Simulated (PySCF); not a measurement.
# Orbital energies and ionisation energy

Species: spiropentane, C₅H₈.
SMILES with atom numbers: `[CH2:1]1[CH2:2][C:3]12[CH2:4][CH2:5]2` (hydrogens: H6, H7 on C1; H8, H9 on C2; H10, H11 on C4; H12, H13 on C5)

Geometry (PBE0-D3(BJ)/def2-SVP, Å), atoms numbered from 1 in this order:
```
atom  x, y, z in Å
C1     0.9627   -0.8094    0.7741
C2     1.4414    0.2048   -0.2502
C3     0.0001    0.0003   -0.0002
C4    -1.1848    0.8379    0.2761
C5    -1.2194   -0.2331   -0.8002
H6     1.0673   -1.8706    0.5276
H7     1.1096   -0.5729    1.8325
H8     1.8672   -0.1761   -1.1836
H9     1.9093    1.1217    0.1213
H10   -1.7490    0.6547    1.1958
H11   -1.1697    1.8837   -0.0461
H12   -1.8069   -1.1351   -0.6027
H13   -1.2278    0.0941   -1.8444
```

Level: B3LYP/def2-SVPD (PySCF). Frontier orbitals with their largest atomic shares (Löwdin; up to four atoms above 4 %):

| orbital | ε (eV) | main atoms |
| --- | --- | --- |
| HOMO−3 | -9.69 | C5 19 %, C4 19 %, C2 19 %, C1 19 % |
| HOMO−2 | -7.93 | C3 32 %, C2 15 %, C1 15 %, C5 9 % |
| HOMO−1 | -7.93 | C3 32 %, C4 15 %, C5 15 %, C1 9 % |
| HOMO | -7.62 | ? |
| LUMO | 0.75 | C1 13 %, C5 13 %, C4 13 %, C2 13 % |
| LUMO+1 | 1.21 | C2 14 %, C1 13 %, H9 12 %, H6 12 % |
| LUMO+2 | 1.21 | C4 14 %, C5 14 %, H10 12 %, H13 12 % |

**Question.** What vertical ionisation energy does ΔSCF give, and how far is −ε(HOMO) from it?

**Answer.** ΔSCF: 9.89 eV (954 kJ/mol; threshold wavelength 125 nm); ⟨S²⟩ of the doublet left behind is 0.755, against 0.75 for a pure doublet. −ε(HOMO) is 7.62 eV, 2.27 eV below it. For the exact functional −ε(HOMO) would equal the first vertical ionisation energy; B3LYP (global hybrid, 20 % exact exchange) falls short of its own ΔSCF value by 23 %.

**Question.** On which atoms does the HOMO lie?

**Answer.** C1 (three-membered-ring carbon) 20 %, C4 (three-membered-ring carbon) 20 %, C2 (three-membered-ring carbon) 20 %, C5 (three-membered-ring carbon) 20 %, so no atom holds as much as 40 %. The HOMO−1 lies 0.31 eV lower.

**Question.** What total energies stand behind the ΔSCF value?

**Answer.** E(N) = -195.14581 Eh and E(N − 1) = -194.78253 Eh at the same geometry, 0.36328 Eh apart.

**Question.** What kinetic energy would electrons from this vertical process carry with 118.2 nm light (10.49 eV)?

**Answer.** 10.49 − 9.89 = 0.60 eV.

Geometry: PBE0-D3(BJ)/def2-SVP; no solvent, vibrations or thermal averaging.
